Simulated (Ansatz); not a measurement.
# TiTe2 (P-3m1) in Ansatz: a series of runs

One crystal, TiTe2, is run at these levels: PBEsol, RPBE, revPBE; tasks: relaxation of cell and atoms.

Program: Ansatz 0.2.0. These are calculated values, not measurements. Logs are shortened: lines on timing, memory, paths and dates and some standing lists are left out, and cuts for length are marked.

## 1. The crystal as given

The structure is trigonal, space group P-3m1 (No. 164). Conventional cell: a = 3.777 Å, b = 3.777 Å, c = 6.498 Å, α = 90.00°, β = 90.00°, γ = 120.00°. Te (site symmetry 3m) has 3 Ti at 2.77 Å as nearest neighbours. Around Ti (site symmetry -3m) lie 6 Te at 2.77 Å.

## 2. Relaxation of cell and atoms, PBEsol

input.yaml reads:

```yaml
crystal:
  lattice:
    - [3.777, 0.0, 0.0]
    - [-1.8885, 3.2709779501, 0.0]
    - [0.0, 0.0, 6.498]
  atoms:
    - { symbol: Te, position: [0.3333333333, 0.6666666667, 0.7372] }
    - { symbol: Te, position: [0.6666666667, 0.3333333333, 0.2628] }
    - { symbol: Ti, position: [0.0, 0.0, 0.0] }
kpoints:
  mp_grid: { grid: [8, 8, 4] }
scf:
  occupations: { method: fermi_dirac, width: 0.05 }
hamiltonian:
  xc: pbesol
  pseudopotentials: { kind: all_electron, lapw: { basis_error: 0.002 } }
output:
  forces: true
  stress: true
relax:
  f_tol: 0.02
  max_steps: 60
  cell: {}
```

Potentials or basis: all-electron LAPW, scalar-relativistic.

Started as:

```
> ansatz run input.yaml --threads 2 --pin off --max-ram 6144MiB --backend cpu --events-out ev --progress --plain --runs-dir out
```

Log:

```text
Warning: RAYON_NUM_THREADS=2 ignored (pool sized by the plan → 2); use --threads N
The last accepted step is kept in <dir> (removed where the run ends without a failure and the disk answers)
LAPW: plane waves up to 7.888 Å⁻¹, error target 2.0e-3 eV per atom; small_component_spin mean_spin; Ti in spheres of 1.304 Å, 12 of its electrons in bands, Dirac shells []; Te in spheres of 1.383 Å, 24 of its electrons in bands, Dirac shells [] (how accurate: hamiltonian.pseudopotentials.lapw.basis_error, Limitations)
Engine: ansatz 0.2.0, aarch64-unknown-linux-gnu
Pseudopotentials: kind: all_electron
Pseudopotential: Te, LAPW, valence charge 24, lapw/all_electron/scalar/gaussian/Te, Koelling and Harmon's equation, gaussian nucleus
Pseudopotential: Ti, LAPW, valence charge 12, lapw/all_electron/scalar/gaussian/Ti, Koelling and Harmon's equation, gaussian nucleus
Functional definition: PBEsol
  exchange = pbesol_x
  correlation = pbesol_c
Crystal: 3 atoms, lattice volume = 80.279 Å³
Basis set: ecut = 237.05145528447142 eV, 665 PW (Γ), exchange–correlation at level 2
Bands: 36, of which v1, the nominal top of the filled ones, is band 30 counted from 1 (29 counted from 0)
Symmetry: 12 space group operations
Space group: P-3m1 (ITA 164), of the structure as read, at distance tolerance 4.3e-5 Å
k-points: 35 of 256
Non-local potential: Te, projectors of the file, none
Non-local potential: Ti, projectors of the file, none
Initial density: superposition of atomic densities (chi_scale 0.1, normalization cell, long waves kept (reshape's long-wave potential 0.06 eV rms))
Initial wavefunctions: plane waves of lowest kinetic energy (no species holds an atomic orbital)
Functional: x = pbesol(κ = 0.804, μ = 0.12345679012345678), c = pbesol(β = 0.046)
iter 1 solved again at ethr=2.09e-3 eV; its pass at ethr=1.00e-1 eV (dr2=1.26e0 eV) is discarded
SCF iter   1: F=—  HF=-392821.904814 eV  |F-HF|=—  |Δ(HF+E_count)|=         —  Δρ=2.07e-2  dr2=1.26e0  ethr=2.09e-3  ⟨swp⟩=2.0  Hψ=8605  notcnv=0
preconditioner: auto → LDOS  [metal: Δε(μ)=0.038 eV  Ē_g=6.942 eV  σ=0.050 eV  W_gap=0.18  n_scr=22 (ndim 8)  ℏωp=16.6 eV  f_vac=0.017  D(μ)=1.36/eV (n_scr^D=2)  β→1.0]
SCF iter   2: F=—  HF=-392821.912203 eV  |F-HF|=—  |Δ(HF+E_count)|=   7.39e-3  Δρ=1.78e-2  dr2=1.55e0  ethr=2.09e-3  ⟨swp⟩=3.3  Hψ=4213  notcnv=0
iter 3 solved again at ethr=1.88e-5 eV; its pass at ethr=2.09e-3 eV (dr2=1.13e-2 eV) is discarded
SCF iter   3: F=—  HF=-392821.609358 eV  |F-HF|=—  |Δ(HF+E_count)|=   3.03e-1  Δρ=3.11e-3  dr2=1.10e-2  ethr=1.88e-5  ⟨swp⟩=2.3  Hψ=6528  notcnv=0
SCF iter   4: F=—  HF=-392821.606693 eV  |F-HF|=—  |Δ(HF+E_count)|=         —  Δρ=9.23e-4  dr2=7.83e-4  ethr=1.84e-5  ⟨swp⟩=2.5  Hψ=3675  notcnv=0
the basis was enlarged: its passes take 34.1 KiB over the memory plan, 2 of 2 planned eigensolver slots
SCF iter   5: F=—  HF=-392821.606133 eV  |F-HF|=—  |Δ(HF+E_count)|=   5.60e-4  Δρ=2.79e-4  dr2=1.07e-4  ethr=1.31e-6  ⟨swp⟩=2.0  Hψ=3629  notcnv=0
SCF iter   6: F=—  HF=-392821.606126 eV  |F-HF|=—  |Δ(HF+E_count)|=   6.75e-6  Δρ=6.76e-5  dr2=3.31e-6  ethr=1.78e-7  ⟨swp⟩=2.0  Hψ=3628  notcnv=0
SCF iter   7: F=—  HF=-392821.606127 eV  |F-HF|=—  |Δ(HF+E_count)|=   9.79e-7  Δρ=1.48e-5  dr2=1.22e-7  ethr=5.51e-9  ⟨swp⟩=2.1  Hψ=3630  notcnv=0
SCF iter   8: F=-392821.606127 eV  HF=-392821.606127 eV  |F-HF|=1.11e-9  |Δ(HF+E_count)|=   1.80e-8  Δρ=2.74e-6  dr2=4.42e-9  ethr=2.04e-10  ⟨swp⟩=2.1  Hψ=3633  notcnv=0
SCF 1 converged in 8 iterations: F = -392821.606127 eV  dr2 = 4.42e-9
relax step   1: F+E_penalty+E_count = -392821.60612744 eV  Δ(F+E_penalty+E_count) = +0.000e0 eV  max|allowed force component| = 1.286e-1 eV/Å  Δτ_max = 0.0000 Å  P = -2.276 GPa  Ω = 80.279 Å³  (8 SCF iters, accepted)
Crystal: 3 atoms, lattice volume = 72.707 Å³
Basis set: ecut = 253.23855469987808 eV, 665 PW (Γ), exchange–correlation at level 2
Initial density: handed on by an earlier stage of this run
Initial wavefunctions: those handed on with the density
iter 1 solved again at ethr=1.32e-4 eV; its pass at ethr=1.00e-1 eV (dr2=7.89e-2 eV) is discarded
SCF iter   1: F=—  HF=-392821.621690 eV  |F-HF|=—  |Δ(HF+E_count)|=         —  Δρ=6.39e-3  dr2=8.32e-2  ethr=1.32e-4  ⟨swp⟩=3.3  Hψ=7058  notcnv=0
preconditioner: auto → LDOS  [metal: Δε(μ)=0.079 eV  Ē_g=7.184 eV  σ=0.050 eV  W_gap=0.37  n_scr=22 (ndim 8)  ℏωp=17.4 eV  f_vac=0.012  D(μ)=1.51/eV (n_scr^D=2)  β→1.0]
SCF iter   2: F=—  HF=-392821.615144 eV  |F-HF|=—  |Δ(HF+E_count)|=   6.55e-3  Δρ=3.78e-3  dr2=3.86e-2  ethr=1.32e-4  ⟨swp⟩=2.1  Hψ=3822  notcnv=0
iter 3 solved again at ethr=1.14e-6 eV; its pass at ethr=6.43e-5 eV (dr2=6.83e-4 eV) is discarded
SCF iter   3: F=—  HF=-392821.608663 eV  |F-HF|=—  |Δ(HF+E_count)|=   6.48e-3  Δρ=5.72e-4  dr2=6.86e-4  ethr=1.14e-6  ⟨swp⟩=2.1  Hψ=6284  notcnv=0
SCF iter   4: F=—  HF=-392821.608581 eV  |F-HF|=—  |Δ(HF+E_count)|=   8.18e-5  Δρ=7.68e-5  dr2=5.67e-6  ethr=1.14e-6  ⟨swp⟩=2.0  Hψ=3619  notcnv=0
SCF iter   5: F=—  HF=-392821.608577 eV  |F-HF|=—  |Δ(HF+E_count)|=   4.31e-6  Δρ=2.31e-5  dr2=7.49e-7  ethr=9.45e-9  ⟨swp⟩=3.0  Hψ=3731  notcnv=0
SCF iter   6: F=-392821.608577 eV  HF=-392821.608577 eV  |F-HF|=5.90e-8  |Δ(HF+E_count)|=   1.32e-7  Δρ=6.92e-6  dr2=5.56e-8  ethr=1.25e-9  ⟨swp⟩=2.0  Hψ=3617  notcnv=0
SCF 2 converged in 6 iterations: F = -392821.608577 eV  dr2 = 5.56e-8
relax step   2: F+E_penalty+E_count = -392821.60857698 eV  Δ(F+E_penalty+E_count) = -2.450e-3 eV  max|allowed force component| = 9.524e-2 eV/Å  Δτ_max = 0.0789 Å  P = +1.873 GPa  Ω = 72.707 Å³  (6 SCF iters, accepted)
Crystal: 3 atoms, lattice volume = 76.896 Å³
Basis set: ecut = 243.95561018560434 eV, 665 PW (Γ), exchange–correlation at level 2
iter 1 solved again at ethr=1.42e-5 eV; its pass at ethr=1.00e-1 eV (dr2=8.50e-3 eV) is discarded
SCF iter   1: F=—  HF=-392821.631419 eV  |F-HF|=—  |Δ(HF+E_count)|=         —  Δρ=2.52e-3  dr2=6.25e-3  ethr=1.42e-5  ⟨swp⟩=4.1  Hψ=7704  notcnv=0
preconditioner: auto → LDOS  [metal: Δε(μ)=0.073 eV  Ē_g=7.130 eV  σ=0.050 eV  W_gap=0.31  n_scr=22 (ndim 8)  ℏωp=16.9 eV  f_vac=0.027  D(μ)=1.42/eV (n_scr^D=2)  β→1.0]
SCF iter   2: F=—  HF=-392821.631131 eV  |F-HF|=—  |Δ(HF+E_count)|=   2.88e-4  Δρ=1.28e-3  dr2=2.38e-3  ethr=1.04e-5  ⟨swp⟩=3.0  Hψ=3885  notcnv=0
[... 16 lines left out ...]
SCF iter   5: F=-392821.632791 eV  HF=-392821.632791 eV  |F-HF|=4.42e-9  |Δ(HF+E_count)|=   1.08e-6  Δρ=7.97e-6  dr2=3.92e-8  ethr=2.41e-9  ⟨swp⟩=2.8  Hψ=3693  notcnv=0
SCF 4 converged in 5 iterations: F = -392821.632791 eV  dr2 = 3.92e-8
relax step   4: F+E_penalty+E_count = -392821.63279121 eV  Δ(F+E_penalty+E_count) = -3.086e-3 eV  max|allowed force component| = 1.173e-3 eV/Å  Δτ_max = 0.0243 Å  P = -0.102 GPa  Ω = 76.393 Å³  (5 SCF iters, accepted)
Crystal: 3 atoms, lattice volume = 76.218 Å³
Basis set: ecut = 245.40044335671152 eV, 665 PW (Γ), exchange–correlation at level 2
iter 1 solved again at ethr=9.13e-8 eV; its pass at ethr=1.00e-1 eV (dr2=5.48e-5 eV) is discarded
SCF iter   1: F=—  HF=-392821.632852 eV  |F-HF|=—  |Δ(HF+E_count)|=         —  Δρ=1.19e-4  dr2=2.14e-5  ethr=9.13e-8  ⟨swp⟩=4.5  Hψ=7079  notcnv=0
preconditioner: auto → LDOS  [metal: Δε(μ)=0.031 eV  Ē_g=7.100 eV  σ=0.050 eV  W_gap=0.16  n_scr=22 (ndim 8)  ℏωp=17.0 eV  f_vac=0.020  D(μ)=1.44/eV (n_scr^D=2)  β→1.0]
SCF iter   2: F=—  HF=-392821.632851 eV  |F-HF|=—  |Δ(HF+E_count)|=   1.50e-6  Δρ=7.19e-5  dr2=9.98e-6  ethr=3.57e-8  ⟨swp⟩=2.5  Hψ=3656  notcnv=0
iter 3 solved again at ethr=4.48e-10 eV; its pass at ethr=1.66e-8 eV (dr2=2.69e-7 eV) is discarded
SCF iter   3: F=—  HF=-392821.632848 eV  |F-HF|=—  |Δ(HF+E_count)|=   2.62e-6  Δρ=1.36e-5  dr2=2.70e-7  ethr=4.48e-10  ⟨swp⟩=2.0  Hψ=6237  notcnv=0
SCF iter   4: F=-392821.632848 eV  HF=-392821.632848 eV  |F-HF|=1.29e-8  |Δ(HF+E_count)|=   6.01e-8  Δρ=2.11e-6  dr2=8.51e-9  ethr=4.48e-10  ⟨swp⟩=2.0  Hψ=3622  notcnv=0
SCF 5 converged in 4 iterations: F = -392821.632848 eV  dr2 = 8.51e-9
relax step   5: F+E_penalty+E_count = -392821.63284829 eV  Δ(F+E_penalty+E_count) = -5.708e-5 eV  max|allowed force component| = 4.024e-3 eV/Å  Δτ_max = 0.0024 Å  P = -0.024 GPa  Ω = 76.218 Å³  (4 SCF iters, accepted)
iter 1 solved again at ethr=1.80e-11 eV; its pass at ethr=1.00e-1 eV (dr2=1.08e-8 eV) is discarded
SCF iter   1: F=—  HF=-392821.632857 eV  |F-HF|=—  |Δ(HF+E_count)|=         —  Δρ=4.79e-6  dr2=1.15e-8  ethr=1.80e-11  ⟨swp⟩=5.1  Hψ=8411  notcnv=0  reapply=11
preconditioner: auto → LDOS  [metal: Δε(μ)=0.031 eV  Ē_g=7.101 eV  σ=0.050 eV  W_gap=0.15  n_scr=22 (ndim 8)  ℏωp=17.0 eV  f_vac=0.020  D(μ)=1.44/eV (n_scr^D=2)  β→1.0]
SCF iter   2: F=-392821.632857 eV  HF=-392821.632857 eV  |F-HF|=2.08e-8  |Δ(HF+E_count)|=   1.23e-7  Δρ=1.87e-6  dr2=1.54e-8  ethr=1.80e-11  ⟨swp⟩=3.0  Hψ=3894  notcnv=0
SCF 6 converged in 2 iterations: F = -392821.632857 eV  dr2 = 1.54e-8
relax step   6: F+E_penalty+E_count = -392821.63285691 eV  Δ(F+E_penalty+E_count) = -8.618e-6 eV  max|allowed force component| = 3.883e-3 eV/Å  Δτ_max = 0.0000 Å  P = -0.023 GPa  Ω = 76.218 Å³  stress off target by 4.35e-2 GPa  SCF on the basis re-selected at this cell (its energy is not comparable with the rows above)  (2 SCF iters)
basis re-selected at this cell: Δ(F+E_penalty+E_count) = -8.618e-6 eV, ΔP = +0.001 GPa vs the last step (what re-selecting the basis moved, after the strain that the cell walked since its last selection, with what the two solves' SCF thresholds leave and, on support functions, any second-order correction that the steps lacked; it is no measure of the basis error at this ecutwfc). This SCF's stress stands 4.35e-2 GPa from its target on what of the cell is left free (relax.cell.stress_tol is 5.00e-2 GPa) and its largest allowed force component is 3.88e-3 eV/Å (relax.f_tol is 2.00e-2 eV/Å): within both
SCF converged after 2 iterations
Free energy (F): -392821.632857 eV
Harris-Foulkes:  -392821.632857 eV  (|F-HF|=2.08e-8)
Internal energy: -392821.621113 eV  (E = F + TS)
E sigma→0 (E₀):  -392821.626985 eV
Entropy (-TS):   -0.011744 eV (-3.915 meV/atom)
Fermi energy:    12.822452 eV
--- Per-component energies (eV) ---
  E_band       = -2293.985922
  E_kinetic    = 413744.329938
  E_xc         = -10546.687343
  E_electrostatic = -796019.263708  (all electrons and nuclei)
  E_smearing   = -0.011744  (= −TS)
  E_closure    = 0.000000  (closes the sum)
  E_atoms      = -392805.220994  (free atoms, spherical and without spin; not in F)
  Σ components = -392821.632857   (vs F -392821.632857, Δ=0.00e0)
  Basis errors (estimates in eV, not in F): energy 7.9e-4 per atom: plane waves 7.2e-4 (4.2e-4 summed), levels above the bands 1.1e-36, relativity 7.7e-9, radial functions 6.6e-5, core shells 8.3e-7; eigenvalues (radial functions only) 8.2e-7; not estimated: angular momenta, meshes, grids; target (lapw.basis_error) 2.0e-3; muffin-tin radii Ti 1.281 Å, Te 1.359 Å
--- Forces (eV/Å), atoms counted from 1 ---
  atom   1  Te     0.00000000    -0.00000000     0.00388287
  atom   2  Te    -0.00000000     0.00000000    -0.00388287
  atom   3  Ti     0.00000000     0.00000000     0.00000000
  max |Σ_I F_I| component: 5.78e-19 eV/Å
--- Stress (GPa, compression-positive) ---
       -0.012289      -0.000000      -0.000000
       -0.000000      -0.012289      -0.000000
       -0.000000      -0.000000      -0.043492
  P = ⅓ Tr σ = -0.0227 GPa (-0.227 kbar)
--- Relaxed structure (5 steps of the walk, 5 accepted, 1 SCFs on fresh bases) ---
  F+E_penalty+E_count = -392821.63285691 eV   max|allowed force component| = 3.883e-3 eV/Å   (the final SCF, on the basis selected at the relaxed cell)
  cell:  # Å, volume = 76.2176 Å³
    - [3.7060817179408736, -3.484895843587198e-33, -1.582860356378462e-17]
    - [-1.8530408589704368, 3.209560916237871, 7.91430178189231e-18]
    - [-2.7231735757843624e-17, -5.608656320143474e-33, 6.40758857893417]
  atoms:
    - { symbol: Te, position: [0.3333333333333333, 0.6666666666666666, 0.7322068417161937] }
    - { symbol: Te, position: [0.6666666666666665, 0.3333333333333333, 0.2677931582838061] }
    - { symbol: Ti, position: [1.3735825238942751e-34, -1.1763088629780836e-34, 0.0] }
```

It took 37 s on 2 threads of Arm Neoverse V2, shared host; peak memory 0.41 GiB.

Results:

| Quantity | Value |
| --- | --- |
| Free energy | -392821.6329 eV |
| Relaxed volume | 25.41 Å³/atom |
| Relaxed cell | a = 3.706 Å, b = 3.706 Å, c = 6.408 Å, α = 90.00°, β = 90.00°, γ = 120.00° |
| Space group after relaxing (to 0.05 Å) | P-3m1 (No. 164) |
| Energy gained by relaxing | 8.9 meV/atom |
| Ionic steps | 6 |
| Pressure after relaxing | 0.0 GPa |
| Largest force after relaxing | 0.004 eV/Å |

Forces on the atoms (eV/Å):
```
Te   0.000  0.000  0.004
Te   0.000  0.000 -0.004
Ti   0.000  0.000  0.000
```

Step by step:
| step | energy change (eV) | largest force (eV/Å) | volume (Å³) |
| --- | --- | --- | --- |
| 1 | 0.0000 | 0.1286 | 80.28 |
| 2 | -0.0024 | 0.0952 | 72.71 |
| 3 | -0.0236 | 0.1443 | 76.90 |
| 4 | -0.0267 | 0.0012 | 76.39 |
| 5 | -0.0267 | 0.0040 | 76.22 |
| 6 | -0.0267 | 0.0039 | 76.22 |

Final structure:
```yaml
crystal:
  lattice:
    - [3.70608, 0.00000, 0.00000]
    - [-1.85304, 3.20956, 0.00000]
    - [0.00000, 0.00000, 6.40759]
  atoms:
    - { symbol: Te, position: [0.33333, 0.66667, 0.73221] }
    - { symbol: Te, position: [0.66667, 0.33333, 0.26779] }
    - { symbol: Ti, position: [0.00000, 0.00000, 0.00000] }
```

Caveat: this functional lacks dispersion, which binds the layers, so the pressure and a relaxed spacing across them are unreliable.

## 3. Relaxation of cell and atoms, RPBE

Changes to input.yaml since step 2:

```diff
@@ -14,3 +14,3 @@
 hamiltonian:
-  xc: pbesol
+  xc: rpbe
   pseudopotentials: { kind: all_electron, lapw: { basis_error: 0.002 } }
```

Potentials or basis: all-electron LAPW, scalar-relativistic.

Started as:

```
> ansatz run input.yaml --threads 2 --pin off --max-ram 6144MiB --backend cpu --events-out ev --progress --plain --runs-dir out
```

Run time: 2.4 min. Hardware: 2 threads of Arm Neoverse V2, shared host; peak memory 0.44 GiB.

It converged, with:

- Free energy: -393026.3658 eV
- Relaxed volume: 38.59 Å³/atom
- Relaxed cell: a = 3.811 Å, b = 3.811 Å, c = 9.206 Å, α = 90.00°, β = 90.00°, γ = 120.00°
- Space group after relaxing (to 0.05 Å): P-3m1 (No. 164)
- Energy gained by relaxing: 49.4 meV/atom
- Ionic steps: 14
- Pressure after relaxing: 0.0 GPa
- Band gap on the k mesh: none (metal or under the smearing width)

The path:
```csv
step,energy change (eV),largest force (eV/Å),volume (Å³)
1,0.0000,0.0896,80.28
2,-0.0615,0.0505,89.47
3,-0.0789,0.0427,90.13
4,-0.1008,0.0728,92.49
5,-0.1190,0.0196,95.80
6,-0.1322,0.0188,100.71
7,-0.1408,0.0043,104.49
8,-0.1449,0.0039,107.23
9,-0.1473,0.0382,111.07
10,-0.1479,0.0012,113.08
11,-0.1481,0.0038,114.78
12,-0.1481,0.0017,115.52
13,-0.1482,0.0005,115.77
14,-0.1481,0.0004,115.77
```

Final structure:
```xyz
3
Lattice="3.8106 0.0000 0.0000 -1.9053 3.3001 0.0000 0.0000 0.0000 9.2062" Properties=species:S:1:pos:R:3 pbc="T T T"
Te    0.0000    2.2001    7.4654
Te    1.9053    1.1000    1.7409
Ti    0.0000    0.0000    0.0000
```

Levels at points of the mesh, in eV from the Fermi level:
| k point | band 28 | band 29 | band 30 | band 31 | band 32 | band 33 |
| --- | --- | --- | --- | --- | --- | --- |
| (0.00, 0.00, 0.00) | -1.16 | 0.42 | 0.42 | 0.51 | 1.02 | 1.02 |
| (0.00, 0.00, -0.50) | -1.41 | 0.42 | 0.42 | 0.62 | 1.01 | 1.01 |
| (0.00, -0.50, 0.00) | -1.74 | -1.72 | -0.70 | -0.04 | 1.13 | 1.45 |
| (0.00, -0.50, -0.50) | -1.72 | -1.68 | -0.69 | -0.06 | 1.13 | 1.45 |

Caveat: the volume moved by over 15 % at a fixed basis, so the end points are rough; this functional lacks dispersion, which binds the layers, so the pressure and a relaxed spacing across them are unreliable, and here the layers came unbound. RPBE and its kin give volumes clearly too large for solids.

(Continued in part 2 of 2.)
